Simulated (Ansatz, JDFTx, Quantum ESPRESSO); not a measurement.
GaP: programs and potentials compared

```
Ga P
1.0
     0.00000    2.72525    2.72525
     2.72525    0.00000    2.72525
     2.72525    2.72525    0.00000
Ga P
1 1
Direct
  0.00000 0.00000 0.00000
  0.75000 0.75000 0.75000
```

Alike in all runs: task equation of state; functional PBEsol; k mesh 8 × 8 × 8; occupations fermi-dirac, width 0.05 eV; no spin polarisation; no spin-orbit coupling.

```csv
program and potentials,plane-wave cutoff (eV),notes,equilibrium volume (Å³/atom),bulk modulus (GPa)
"Ansatz, Ansatz PAW",420,"potentials made for PBE, which Ansatz adapts in part",20.11,85.0
"JDFTx, PseudoDojo-SR-PBEsol-0.4.1-standard",1088,-,20.12,84.7
"Quantum ESPRESSO, PseudoDojo 0.4.1 SR PBEsol standard",1088,-,20.12,84.7
"Ansatz, all-electron LAPW, scalar-relativistic",-,-,20.10,85.0
```

The equilibrium volume spans 20.10 (Ansatz, all-electron LAPW, scalar-relativistic) to 20.12 Å³/atom (JDFTx, PseudoDojo-SR-PBEsol-0.4.1-standard), with all-electron results at 20.10. The bulk modulus spans 84.7 (JDFTx, PseudoDojo-SR-PBEsol-0.4.1-standard) to 85.0 GPa (Ansatz, Ansatz PAW), with all-electron results at 85.0.

The functional is the same throughout but for its coding, so the spread measures potentials, basis and numerics; runs on potential files found faulty are left out.
